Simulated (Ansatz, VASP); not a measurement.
# GaP in two plane-wave programs, part 2 of 2

Aim: how closely do two programs agree when they are given the same cell, functional and k mesh? The cell is taken from a series of runs on this material, whose earlier steps may have relaxed, scaled, displaced or heated it; both programs get it as it stands.

VASP 6.6.1 and Ansatz 0.2.0.

So far. Step 2 (VASP: single point, HSE06): The run ends at a pressure of -1.83 GPa.

### 3. Ansatz: single point, HSE06

Level of this step: Ansatz beside VASP: Kohn-Sham DFT, plane waves, HSE06 (Ansatz).

Ansatz runs on its PAW soft_1 files.

The same cell, functional, mesh and smearing now go to Ansatz.

Input file input.yaml:

```yaml
crystal:
  lattice:
    - [3.96127597, 0.0, 0.0]
    - [0.0, 3.96127597, 0.0]
    - [0.0, 0.0, 5.2880057888]
  atoms:
    - { symbol: Ga, position: [0.0, 0.0, 0.0] }
    - { symbol: Ga, position: [0.5, 0.5, 0.5] }
    - { symbol: P, position: [0.5, 0.0, 0.75] }
    - { symbol: P, position: [0.0, 0.5, 0.25] }
kpoints:
  mp_grid: { grid: [5, 5, 4] }
scf:
  occupations: { method: fermi_dirac, width: 0.02 }
hamiltonian:
  xc: hse06
  pseudopotentials: { kind: paw, azcp: { folder: soft_1 } }
basis:
  ecutwfc: 600
output:
  forces: true
  stress: true
  write_density: true
  write_potential: true
  elf: true
  volumetric_format: npy
```

On the command line:

```sh
ansatz run input.yaml --threads 8 --pin off --max-ram 18432MiB --backend cpu --events-out ev --progress --plain --runs-dir out
```

Numbers of over 12 decimals in the logs are rounded to 6 here.

What it wrote:

```text
Warning: output.stress: scf.convergence.dr2_threshold = 1e-7 eV (the SCF's general default) is looser than the 4e-10 eV advised for a printed stress (1e-10 eV for each atom of the cell: 4). What an SCF threshold leaves in a stress goes as its square root, and in the free energy as the threshold itself, and one threshold admits the most on a small cell: [figures from the program's tests cut] Set scf.convergence.dr2_threshold to 4e-10 eV or tighter. The threshold is an SCF's pass mark: one that does not reach it within its budget of iterations ends unconverged, or closes short of it on a stop that the run arms, and scf.convergence.dr2_threshold's page says what that costs each kind of run
Warning: output.stress: scf.exx.energy_threshold = 1e-6 eV is looser than the 4e-8 eV advised for a stress under a hybrid functional (1e-8 eV for each atom of the cell: 4). Every SCF of the exchange loop can meet its threshold on dr2 while the loop round them stops early: no threshold on dr2 bounds what that leaves in the stress. Set scf.exx.energy_threshold to 4e-8 eV or tighter. The threshold is the loop's pass mark: a loop that does not reach it within its budget of cycles ends unconverged, and scf.exx.energy_threshold's page has the law
Engine: ansatz 0.2.0, aarch64-unknown-linux-gnu
Pseudopotentials: kind: paw
Pseudopotential: Ga, paw, valence charge 13, recommended cutoff 420 eV (normal), soft_1/Ga.paw.azcp
Pseudopotential: P, paw, valence charge 5, recommended cutoff 420 eV (normal), soft_1/P.paw.azcp
Functional definition: HSE06
  parameter a = 0.25
  parameter omega = 0.11/bohr
  exchange = pbe_x - a*pbe_x_sr(omega) + a*exact_x_sr(omega)
  correlation = pbe_c
Crystal: 4 atoms, lattice volume = 82.978 Å³
Basis set: ecut = 600 eV, 2773 PW (Γ), exchange–correlation on 64×64×90 points (8 copies of the dense FFT grid, shifted against one another)
Bands: 22, of which v1, the nominal top of the filled ones, is band 18 counted from 1 (17 counted from 0)
Symmetry: 16 space group operations
Space group: I-4m2 (ITA 119), of the structure as read, at distance tolerance 4.4e-5 Å
k-points: 18 of 100 (time reversal used)
Non-local potential: Ga, projectors of the file, l = 0: 2, l = 1: 2, l = 2: 3, l = 3: 1
Non-local potential: P, projectors of the file, l = 0: 2, l = 1: 2, l = 2: 1
PAW form: soft (Blöchl's): semilocal exchange-correlation on the pseudo side does not see the compensation charge
PAW frozen core: Ga, regenerated for the run's functional, and the local potential with it (the file was generated under x = pbe(κ = 0.804, μ = 0.219515), c = pbe(β = 0.066725))
PAW frozen core: P, regenerated for the run's functional, and the local potential with it (the file was generated under x = pbe(κ = 0.804, μ = 0.219515), c = pbe(β = 0.066725))
PAW one-centre angular grid: Ga, 590 points (default); XC on 64 Gauss nodes
PAW one-centre angular grid: P, 110 points (default); XC on 64 Gauss nodes
Initial density: superposition of atomic densities (chi_scale 0.1, normalization cell, long waves kept (reshape's long-wave potential 0.00 eV rms))
Initial wavefunctions: pseudopotential atomic-orbital guess
Functional: x = pbe(κ = 0.804, μ = 0.219515), c = pbe(β = 0.066725), warm-up for x = pbe(κ = 0.804, μ = 0.219515) + 0.25 (exact − pbe) at short range (hse, ω = 0.207870 Å⁻¹), c = pbe(β = 0.066725); HSE06 as pw.x's `hse` composes it (authors' and Libxc's form: `xc: wpbeh`)
SCF iter   1: F=—  HF=-9079.236757 eV  |F-HF|=—  |Δ(HF+E_count)|=         —  Δρ=4.36e-2  dr2=1.30e0  ethr=1.00e-1  ⟨swp⟩=5.0  Hψ=1180  notcnv=0
preconditioner: auto → none  [insulator: Δε(μ)=1.495 eV  Ē_g=13.712 eV  σ=0.020 eV  W_gap=1.00  n_scr=18 (ndim 8)  ℏωp=24.5 eV  f_vac=0.000  D(μ)=0.00/eV (n_scr^D=0)]
SCF iter   2: F=—  HF=-9079.083540 eV  |F-HF|=—  |Δ(HF+E_count)|=   1.53e-1  Δρ=2.32e-2  dr2=2.42e-1  ethr=3.61e-3  ⟨swp⟩=5.3  Hψ=1116  notcnv=0  defer=6
SCF iter   3: F=—  HF=-9079.076731 eV  |F-HF|=—  |Δ(HF+E_count)|=   6.81e-3  Δρ=6.05e-3  dr2=2.54e-2  ethr=6.72e-4  ⟨swp⟩=3.6  Hψ=1057  notcnv=0  defer=3
iter 4 solved again at ethr=3.01e-6 eV; its pass at ethr=7.05e-5 eV (dr2=1.08e-3 eV) is discarded
SCF iter   4: F=—  HF=-9079.068527 eV  |F-HF|=—  |Δ(HF+E_count)|=   8.20e-3  Δρ=1.87e-3  dr2=1.08e-3  ethr=3.01e-6  ⟨swp⟩=2.5  Hψ=2161  notcnv=0  defer=7
SCF iter   5: F=-9079.067896 eV  HF=-9079.067921 eV  |F-HF|=2.49e-5  |Δ(HF+E_count)|=   6.06e-4  Δρ=3.96e-4  dr2=1.00e-4  ethr=2.99e-6  ⟨swp⟩=4.2  Hψ=1170  notcnv=0  defer=3
SCF 1 stopped early in 5 iterations: F = -9079.067896 eV  dr2 = 1.00e-4
  greatest PAW one-centre occupation: 0.994 electrons in one spin orbital (limit 2), on the Ga atom at site 1 (counted from 0), in its partial waves of l = 2
Initial density: handed on by an earlier stage of this run
Initial wavefunctions: those handed on with the density
Functional: x = pbe(κ = 0.804, μ = 0.219515) + 0.25 (exact − pbe) at short range (hse, ω = 0.207870 Å⁻¹), c = pbe(β = 0.066725); HSE06 as pw.x's `hse` composes it (authors' and Libxc's form: `xc: wpbeh`)
[...]
SCF iter   2: F=—  HF=-9081.157461 eV  |F-HF|=—  |Δ(HF+E_count)|=   2.76e-2  Δρ=2.36e-3  dr2=5.55e-3  ethr=2.78e-6  ⟨swp⟩=5.0  Hψ=1678  notcnv=0
SCF iter   3: F=—  HF=-9081.173172 eV  |F-HF|=—  |Δ(HF+E_count)|=   1.57e-2  Δρ=2.64e-3  dr2=2.51e-3  ethr=2.78e-6  ⟨swp⟩=4.3  Hψ=1543  notcnv=0
SCF iter   4: F=—  HF=-9081.172724 eV  |F-HF|=—  |Δ(HF+E_count)|=   4.49e-4  Δρ=6.79e-4  dr2=2.15e-4  ethr=2.78e-6  ⟨swp⟩=3.0  Hψ=950  notcnv=0
SCF iter   5: F=—  HF=-9081.173133 eV  |F-HF|=—  |Δ(HF+E_count)|=   4.09e-4  Δρ=2.42e-4  dr2=2.59e-5  ethr=4.97e-7  ⟨swp⟩=4.3  Hψ=990  notcnv=0  defer=3
SCF iter   6: F=-9081.173121 eV  HF=-9081.173121 eV  |F-HF|=4.35e-8  |Δ(HF+E_count)|=   1.22e-5  Δρ=2.65e-5  dr2=3.32e-6  ethr=6.36e-8  ⟨swp⟩=4.0  Hψ=1147  notcnv=0
SCF 2 stopped early in 6 iterations: F = -9081.173121 eV  dr2 = 3.32e-6
hybrid outer 1: dexx = +1.829e-2 eV, tail = 6.69e-5 eV
Exchange kernel: α = 0.2500, screened, ω = 0.2079 Å⁻¹, Wigner–Seitz truncation, v(0) = 1045.4682 eV·Å³, q-mesh 5×5×4, nearest image of the exchange supercell L = 19.81 Å, pair-density grid 24×24×30, without the augmentation charges, whose exchange is taken in its separable form by FFT convolution over the k-point mesh (sized by the pseudopotential files, 32×32×45 at the most), smooth part of the exact exchange by density-matrix convolution
Frozen-core exchange: fock
SCF iter   1: F=—  HF=-9081.172475 eV  |F-HF|=—  |Δ(HF+E_count)|=         —  Δρ=6.75e-5  dr2=4.38e-6  ethr=9.29e-7  ⟨swp⟩=5.1  Hψ=990  notcnv=0
preconditioner: auto → none  [insulator: Δε(μ)=1.806 eV  Ē_g=16.342 eV  σ=0.020 eV  W_gap=1.00  n_scr=18 (ndim 8)  ℏωp=24.5 eV  f_vac=0.010  D(μ)=0.00/eV (n_scr^D=0)]
SCF iter   2: F=—  HF=-9081.172475 eV  |F-HF|=—  |Δ(HF+E_count)|=   5.11e-7  Δρ=1.54e-5  dr2=6.21e-7  ethr=1.14e-8  ⟨swp⟩=4.1  Hψ=1038  notcnv=0
SCF iter   3: F=—  HF=-9081.172478 eV  |F-HF|=—  |Δ(HF+E_count)|=   3.39e-6  Δρ=1.63e-5  dr2=3.04e-7  ethr=5.32e-10  ⟨swp⟩=5.0  Hψ=1528  notcnv=0
SCF iter   4: F=—  HF=-9081.172478 eV  |F-HF|=—  |Δ(HF+E_count)|=   1.09e-7  Δρ=3.43e-6  dr2=2.85e-8  ethr=5.32e-10  ⟨swp⟩=3.8  Hψ=887  notcnv=0
SCF iter   5: F=-9081.172478 eV  HF=-9081.172478 eV  |F-HF|=2.65e-9  |Δ(HF+E_count)|=   1.30e-7  Δρ=1.87e-6  dr2=4.43e-9  ethr=3.12e-11  ⟨swp⟩=4.9  Hψ=1481  notcnv=0  defer=4
SCF 3 converged in 5 iterations: F = -9081.172478 eV  dr2 = 4.43e-9
  Residual-converged pass: ⟨swp⟩=2.8  Hψ=756  notcnv=0  max |occ|·‖R‖ = 2.4e-6 eV (tolerance 2.4e-6 eV)  dr2=4.44e-9  dr2_onsite=2.06e-9  max |Δocc| = 0.0e0
hybrid outer 2: dexx = +3.433e-6 eV, tail = 8.04e-8 eV, Δε = 2.58e-3 eV (about 9.27e-5 eV left of the loop's levels)
Exchange kernel: α = 0.2500, screened, ω = 0.2079 Å⁻¹, Wigner–Seitz truncation, v(0) = 1045.4682 eV·Å³, q-mesh 5×5×4, nearest image of the exchange supercell L = 19.81 Å, pair-density grid 24×24×30, without the augmentation charges, whose exchange is taken in its separable form by FFT convolution over the k-point mesh (sized by the pseudopotential files, 32×32×45 at the most), smooth part of the exact exchange by density-matrix convolution
Frozen-core exchange: fock
SCF iter   1: F=—  HF=-9081.172478 eV  |F-HF|=—  |Δ(HF+E_count)|=         —  Δρ=1.83e-6  dr2=4.50e-9  ethr=1.12e-9  ⟨swp⟩=6.2  Hψ=1038  notcnv=0
preconditioner: auto → none  [insulator: Δε(μ)=1.807 eV  Ē_g=16.341 eV  σ=0.020 eV  W_gap=1.00  n_scr=18 (ndim 8)  ℏωp=24.5 eV  f_vac=0.010  D(μ)=0.00/eV (n_scr^D=0)]
SCF iter   2: F=-9081.172478 eV  HF=-9081.172478 eV  |F-HF|=5.17e-10  |Δ(HF+E_count)|=  3.71e-10  Δρ=9.35e-7  dr2=1.65e-9  ethr=9.76e-12  ⟨swp⟩=4.0  Hψ=1038  notcnv=0
SCF 4 converged in 2 iterations: F = -9081.172478 eV  dr2 = 1.65e-9
  Residual-converged pass: ⟨swp⟩=3.0  Hψ=912  notcnv=0  max |occ|·‖R‖ = 2.4e-6 eV (tolerance 2.4e-6 eV)  dr2=1.67e-9  dr2_onsite=1.44e-10  max |Δocc| = 0.0e0
hybrid outer 3: dexx = +2.726e-9 eV, tail = 3.71e-9 eV, Δε = 1.07e-4 eV (about 2.73e-5 eV left of the loop's levels), ΔF = 3.47e-17 eV/Å (tail 3.67e-4)
hybrid SCF converged: 3 outer / 13 inner (+5 warm-up), last move |dexx| = 2.73e-9 eV, tail = 3.71e-9 eV
Stability not checked: this state was not tested for a lower state beside it, because the functional holds exact exchange (a hybrid, or Hartree-Fock), whose exchange loop this test does not read (fock_operator; see scf.lower_state_search)
Free energy (F): -9081.172478 eV
Frozen-core exchange: fock
Harris-Foulkes:  -9081.172478 eV  (|F-HF|=5.17e-10)
Internal energy: -9081.172478 eV  (E = F + TS)
E sigma→0 (E₀):  -9081.172478 eV
Fermi energy:    7.439869 eV
--- Per-component energies (eV) ---
  E_band       = -200.617537
  E_kinetic    = 357.726900
  E_local      = -3388.408261  (includes V_loc(G=0)·N_el)
  E_nonlocal   = -118.822662
  E_hartree    = 2053.267443
  E_xc         = -219.294110
  E_vxc        = -188.010744  (∫ρ·V_xc dr)
  E_exx        = -112.383187  (= α·E_x^exact, valence–valence)
  E_paw        = -5048.574725  (= ΣΔE_a)
  E_vpaw       = -744.871492  (= ΣTr[D̂ρ^β])
  E_aug_tail   = -0.000028  (compensation charges beyond the density's cutoff)
  E_ewald      = -2604.757047
  E_core_change = 0.073197  (= ΣΔE_core)
  E_smearing   = -0.000000  (= −TS)
  E_closure    = 0.000002  (closes the sum)
  Σ components = -9081.172478   (vs F -9081.172478, Δ=-1.82e-12)
--- Forces (eV/Å), atoms counted from 1 ---
  atom   1  Ga     0.00000000     0.00000000     0.00000000
  atom   2  Ga     0.00000000     0.00000000     0.00000000
  atom   3  P      0.00000000     0.00000000     0.00000000
  atom   4  P      0.00000000     0.00000000     0.00000000
  max |Σ_I F_I| component: 8.33e-17 eV/Å
--- Stress (GPa, compression-positive) ---
       -2.756259       0.000000      -0.000000
        0.000000      -2.756259       0.000000
       -0.000000       0.000000       1.176547
  P = ⅓ Tr σ = -1.4453 GPa (-14.453 kbar)
--- Band table (eV; the first three rows and the last of 18) ---
  k-point 0: bands = [... 14 lower, 3.2284, 6.2285, 6.2285, 6.5434, 8.4268, 8.5443]
  k-point 1: bands = [... 14 lower, 3.5293, 4.9260, 5.5370, 5.5370, 8.3504, 9.4658]
  k-point 2: bands = [... 14 lower, 4.3772, 4.3772, 4.3772, 4.3772, 8.9822, 8.9822]
  k-point 17: bands = [... 14 lower, 2.2325, 2.2325, 3.6480, 3.6480, 11.4053, 11.4053]
  guard bands above this table: 2 of the run's 22 bands. The solve was not asked for them (output.publish_guard_bands: true or output.eigenvalues: true publishes all)
```

The column dr2 measures how far the density is from self-consistency, as an energy; F and HF (Harris–Foulkes) agree once it is small.

The run ends at a pressure of -1.45 GPa.

### 4. Differences

Known differences besides the potentials themselves: exact exchange at q = 0 is treated differently, which shows on coarse meshes; VASP keeps PBE cores, Ansatz makes them for the functional; the cutoff is 600 eV in Ansatz and 400 eV in VASP; VASP takes a coarser grid for exact exchange (PRECFOCK = Fast). Total energies have different zeros and are not compared.

Compared:

```
              quantity  Ansatz   VASP  difference
        pressure (GPa)   -1.45  -1.83       +0.39
gap on the k mesh (eV)   1.807  1.806      +0.001
```

A gap on the mesh is an upper bound, since the band edges may lie between its points.

### 5. What came out

| Item | Value |
| --- | --- |
| difference in gap on the k mesh (single point, HSE06) | 8.6e-4 eV |

What this shows: The difference in gap on the k mesh is 8.6e-4 eV (single point, HSE06), within the 0.08 eV picked in this series as the mark of a large difference. How closely two codes agree says nothing of how well the functional describes the real material.

[Lines on the potential files, build, host, timing and source positions are cut from VASP's logs without a mark.]

[Logs are printed without paths, hosts, clocks, repeated set-up lines and the standing remarks that a program may print on its own settings, such as how far it seeks lower states.]

[Hosts, paths, dates, database ids (printed as entryN), source tags and the programs' standing remarks are cut or masked in the printed files.]
